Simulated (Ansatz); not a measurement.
A (001) slab of TiAl (P4/mmm (No. 123)), 7 planes, outer planes Al (top) and Al (bottom), with 7 atoms (Ti3Al4) in a surface cell of A = 7.899 Å², as cut from the bulk:

```xyz
7
Lattice="2.8106 0.0000 0.0000 0.0000 2.8106 0.0000 0.0000 0.0000 27.1950" Properties=species:S:1:pos:R:3 pbc="T T T"
Al    1.4053    1.4053    7.5000
Ti    0.0000    0.0000    9.5325
Al    1.4053    1.4053   11.5650
Ti    0.0000    0.0000   13.5975
Al    1.4053    1.4053   15.6300
Ti    0.0000    0.0000   17.6625
Al    1.4053    1.4053   19.6950
```

Theory: DFT r2SCAN, scalar-relativistic, plane waves, PAW (Ansatz). Plane waves to 500 eV, a k mesh through Γ of 12×12×1 on the computed 7-atom cell and Gaussian smearing (0.10 eV); no spin polarisation. The cell repeats along c with a dipole correction in the vacuum.

The relaxed slab holds 3 formula units of TiAl and 1 further Al. Against those formula units in the bulk and the further Al in its standard state it lies 1.322 eV higher. The formation energy of TiAl from the standard states is -0.906 eV a formula unit (uncorrected, no zero-point or thermal terms).

Question: Over what range can the chemical potential of Al vary, and what is the surface energy at both ends?

Answer: In contact with the bulk, μ(Al) + μ(Ti) is fixed. With Δμ counted from the standard states, Δμ(Al) ≤ 0 keeps elemental Al from forming, and Δμ(Ti) ≤ 0 requires Δμ(Al) ≥ ΔH = -0.906 eV. Other compounds of Al and Ti can narrow this range. Then γ, the mean of both faces, = [1.322 eV − 1.00·Δμ(Al)]/(2A). At the Al-rich end (Δμ = 0): 1.322/(2 × 7.899) × 16.02 = 1.34 J/m². At the Al-poor end: (1.322 + 0.906)/(2 × 7.899) × 16.02 = 2.26 J/m².

Question: How does its energy depend on growth conditions?

Answer: It carries an excess of Al, so its energy falls by 1.01 J/m² for each eV that μ(Al) rises: Al-rich conditions lower it; whether it appears depends on the other terminations.